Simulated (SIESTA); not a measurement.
**Cl under changes of volume**

One of the cells (29.629 Å³/atom); the others are scaled copies at fixed shape and fractional positions:

```
Cl
1.0
     3.16583   -2.26490    0.00000
     3.16583    2.26490    0.00000
     0.00000    0.00000    8.26437
Cl
4
Cartesian
  3.1658 0.5889 3.3057
  3.1658 1.6760 7.4379
  3.1658 -0.5889 4.9586
  3.1658 -1.6760 0.8264
```

* Program: SIESTA 5.4.2
* Functional: PBEsol
* Potentials or basis: PseudoDojo 0.4 standard (PBEsol files)
* Basis: DZP (energy shift 0.003 Ry)
* Grid cutoff: 800 Ry
* Energy shift: 0.003 Ry
* k mesh: 7 × 7 × 4
* Occupations: fermi-dirac, width 0.05 eV
* Spin: no spin polarisation

```csv
volume (Å³/atom),energy over the lowest point (meV/atom),pressure (GPa),gap on the mesh (eV),largest force (eV/Å)
27.305,?,?,?,?
27.886,0.27,0.4,2.56,1.070
28.467,0.00,-0.2,2.48,0.783
29.629,5.92,-1.3,2.33,0.277
30.210,11.64,-1.8,2.26,0.109
30.791,18.96,-2.2,2.19,0.225
```

What does the run at 27.305 Å³/atom give?

Energy over the lowest point 3.03 meV/atom; pressure 1.1 GPa; gap on the mesh 2.64 eV; largest force 1.381 eV/Å.

Worked out: A Birch-Murnaghan fit of order 3 (a polynomial in V^(-2/3)) to the other rows has its minimum at 28.24 Å³/atom with B0 = V·E''(V) = 31 GPa and B' = 4.5 at fixed shape and positions, which overstates the stiffness. It gives 3.04 meV/atom at 27.305 Å³/atom, against the run's 3.03, and -dE/dV = 1.1 GPa, against 1.1. A straight line through the other rows of the gap, of slope -3.73 eV per unit of ln V, extrapolates to 2.64 eV, against the run's 2.64.

Energies are extrapolated to zero smearing.

Caveats: an odd mesh through Γ misses points on the zone boundary, where band edges often lie; the basis of atomic orbitals isn't converged, which shifts pressures, moduli and gaps; forces of over 1 eV/Å show positions far from the minimum, so gaps and moduli don't describe the material at rest (some runs).
